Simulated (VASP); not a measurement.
**ZrB2: single point with PBE**

Crystal: ZrB2.

```
Zr B
1.0
     3.17000    0.00000    0.00000
    -1.58500    2.74530    0.00000
     0.00000    0.00000    3.53300
Zr B
1 2
Direct
  0.00000 0.00000 0.00000
  0.33333 0.66667 0.50000
  0.66667 0.33333 0.50000
```

- Program: VASP 6.6.1
- Task: single point
- Functional: PBE
- Potentials or basis: VASP PAW PBE potentials, release 64 (Zr_sv, B)
- Cutoff: 520 eV
- k mesh: 6 × 6 × 6
- Occupations: gaussian, width 0.1 eV
- Spin: no spin polarisation
- Dipole correction: no
- Further INCAR settings: ALGO = Fast; EDIFF = 1e-06; NBANDS = 16

```yaml
Pressure: 1.1 GPa
Band_gap_on_the_k_mesh: none (metal or under the smearing width)
```

Stress tensor (GPa, compression positive):
```
1.47 0.00 0.00
0.00 1.47 0.00
0.00 0.00 0.47
```

Levels at points of the mesh, in eV from the Fermi level:
| k point | band 6 | band 7 | band 8 | band 9 | band 10 | band 11 | band 12 | band 13 |
| --- | --- | --- | --- | --- | --- | --- | --- | --- |
| (0.00, 0.00, 0.00) | -2.25 | -2.25 | -2.20 | -1.98 | 3.77 | 3.77 | 4.56 | 4.56 |
| (0.50, 0.00, 0.00) | -8.14 | -3.52 | -2.69 | -2.30 | 2.60 | 2.68 | 5.32 | 5.37 |
| (0.00, 0.00, 0.50) | -6.58 | -0.60 | -0.60 | 0.70 | 0.70 | 1.17 | 1.17 | 2.20 |
| (0.50, 0.00, 0.50) | -6.63 | -4.24 | -3.74 | -1.63 | 4.11 | 4.44 | 5.69 | 6.61 |

It took 8.4 s on 1 thread of Intel(R) Xeon(R) 6975P-C (Granite Rapids), with other jobs on the host, peak memory 0.14 GiB.

Caveat: the k mesh is coarse (spacing up to 0.38 Å⁻¹), so the values aren't converged.
